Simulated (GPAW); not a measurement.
Runs of GPAW 26.7.0 on Pt. It takes space group Fm-3m (No. 225, cubic). The conventional cell has a = 3.922 Å, b = 3.922 Å, c = 3.922 Å, α = 90.00°, β = 90.00°, γ = 90.00°. Pt (site symmetry m-3m) has 12 Pt at 2.77 Å as nearest neighbours. 

| task | level | potentials or basis | U | cell | k mesh | optimizer | fmax | max steps | convergence | gap on the mesh (eV) | pressure (GPa) | V0 of scaled cells (Å³/atom) | relaxed volume (Å³/atom) | B0 (GPa) |
| --- | --- | --- | --- | --- | --- | --- | --- | --- | --- | --- | --- | --- | --- | --- |
| single point | PBEsol+U | PAW data sets generated in the run's folder for this functional, pw | Pt d U = 2 eV | as given | 12 × 12 × 12 | - | - | - | - | none | -4.6 | - | - | - |
| equation of state | PBE | PAW data sets generated in the run's folder for this functional, pw | - | as given | 9 × 9 × 9 | - | - | - | - | - | - | 15.60 | - | (b) |
| relaxation of cell and atoms | PBEsol+D3(BJ)+ATM | PAW data sets generated in the run's folder for this functional, pw | - | relaxed | 12 × 12 × 12 | BFGS | 0.02 eV/Å | 60 | density=1e-05 forces=0.0001 | none | 0.0 | - | 14.74 | - |
| equation of state | LDA | the program's PAW data sets (release 1.2.1) made for this functional, pw | - | as given | 9 × 9 × 9 | - | - | - | - | - | - | (c) | - | 304 |
| relaxation of cell and atoms | PBEsol+D3(BJ) | PAW data sets generated in the run's folder for this functional, pw | - | relaxed | 12 × 12 × 12 | BFGS | 0.02 eV/Å | 60 | density=1e-05 forces=0.0001 | none | -0.1 | - | 14.62 | - |
| single point | PBEsol+U | PAW data sets generated in the run's folder for this functional, pw | Pt d U = 5 eV | as given | 12 × 12 × 12 | - | - | - | - | none | -9.6 | - | - | - |
| relaxation of cell and atoms | PBEsol+D3 | PAW data sets generated in the run's folder for this functional, pw | - | relaxed | 12 × 12 × 12 | BFGS | 0.02 eV/Å | 60 | density=1e-05 forces=0.0001 | none | -0.1 | - | 14.62 | - |
| relaxation of cell and atoms | PBEsol | PAW data sets generated in the run's folder for this functional, pw | - | relaxed | 12 × 12 × 12 | BFGS | 0.02 eV/Å | 60 | density=1e-05 forces=0.0001 | none | 0.1 | - | 15.02 | - |
| single point | PBEsol+U | PAW data sets generated in the run's folder for this functional, pw | Pt d U = 8 eV | as given | 12 × 12 × 12 | - | - | - | - | none | (a) | - | - | - |
| single point | PBEsol+U | PAW data sets generated in the run's folder for this functional, pw | Pt d U = 6 eV | as given | 12 × 12 × 12 | - | - | - | - | none | (d) | - | - | - |
| single point | PBEsol+U | PAW data sets generated in the run's folder for this functional, pw | Pt d U = 1 eV | as given | 12 × 12 × 12 | - | - | - | - | none | -2.9 | - | - | - |
| single point | PBEsol | PAW data sets generated in the run's folder for this functional, pw | - | as given | 12 × 12 × 12 | - | - | - | - | none | -0.9 | - | - | - |

Alike in all rows: no spin polarisation; cutoff (eV) 600; smearing fermi-dirac 0.05 eV.

Question: Fill in the values left out.

Answer: (a) -13.3; (b) 247; (c) 14.68; (d) -10.7.

Caveats: U without spin polarisation on a metal has little footing (some runs); the U is typed as a test and isn't derived for this compound (some runs); later steps reuse the first step's grids (some runs); pairwise dispersion overbinds metals, which lowers pressure and volume (some runs).

A k mesh can miss the band edges, and the runs leave out spin-orbit coupling on Pt.

A gap of «none» marks a metal or a gap under the smearing width.
